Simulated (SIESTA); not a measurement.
SiC (Moissanite):

```
Si C
1.0
     3.07600    0.00000    0.00000
    -1.53800    2.66389    0.00000
     0.00000    0.00000    5.04800
Si C
2 2
Direct
  0.66667 0.33333 0.50000
  0.33333 0.66667 0.00000
  0.66667 0.33333 0.88500
  0.33333 0.66667 0.38500
```

Base run:

- Program: SIESTA 5.4.2
- Functional: PBE
- Potentials or basis: PseudoDojo 0.4 standard (PBE files)
- Basis: TZP (energy shift 0.002 Ry)
- Grid cutoff: 500 Ry
- Energy shift: 0.002 Ry
- k mesh: 10 × 10 × 5
- Occupations: fermi-dirac, width 0.05 eV
- Spin: no spin polarisation

Its results: band gap on the k mesh 2.47 eV, indirect (least direct gap 4.07 eV); pressure 6.3 GPa; largest force 0.812 eV/Å.

Task: After a change of settings the same cell gave: band gap on the k mesh 3.01 eV, indirect (least direct gap 4.55 eV); pressure 21.9 GPa; largest force 0.953 eV/Å. Which change was it?
A. basis from TZP (energy shift 0.002 Ry) to SZ (energy shift 0.002 Ry)
B. potentials or basis from PseudoDojo 0.4 standard (PBE files) to SG15 1.2 (PBE files) or PseudoDojo by element; basis from TZP (energy shift 0.002 Ry) to DZP (energy shift 0.002 Ry)
C. basis from TZP (energy shift 0.002 Ry) to DZ (energy shift 0.01 Ry); energy shift from 0.002 Ry to 0.01 Ry

Result: C.

Caveats: the mesh misses the band edges, which the band path finds closer together; the basis of atomic orbitals isn't converged, which shifts pressures, moduli and gaps; the basis has no polarisation orbitals (some runs); so large a pressure means that the cell lies far from this level's equilibrium, or that cutoff or potentials fall short (some runs).
